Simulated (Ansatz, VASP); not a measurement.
**Os in VASP and in Ansatz**

```
Os
1.0
    -1.56655    1.56655    1.56655
     1.56655   -1.56655    1.56655
     1.56655    1.56655   -1.56655
Os
1
Cartesian
  0.0000 0.0000 0.0000
```

The cell was built by a generator and needn't be a form met in nature.

Alike in both runs: task single point; functional r2SCAN; k mesh 15 × 15 × 15; occupations fermi-dirac, width 0.0295 eV; no spin polarisation.

|  | VASP | Ansatz |
| --- | --- | --- |
| version | VASP 6.6.1 | Ansatz 0.2.0 |
| potentials or method | VASP PAW PBE potentials, release 64 (Os) | PAW plane waves |
| plane-wave cutoff (eV) | 520 | 500 |
| valence electrons in the cell | 8 | 16 |

|  | VASP | Ansatz | Ansatz less VASP |
| --- | --- | --- | --- |
| pressure (GPa) | -19.6 | -20.1 | -0.55 |

The two sets of potentials don't hold the same shells in valence.

Caveats: so large a pressure means that the cell lies far from this level's equilibrium, or that cutoff or potentials fall short (VASP); the potentials were made for another functional, which shifts forces and pressure (VASP). The runs have no spin-orbit coupling, so splittings on Os are missing.
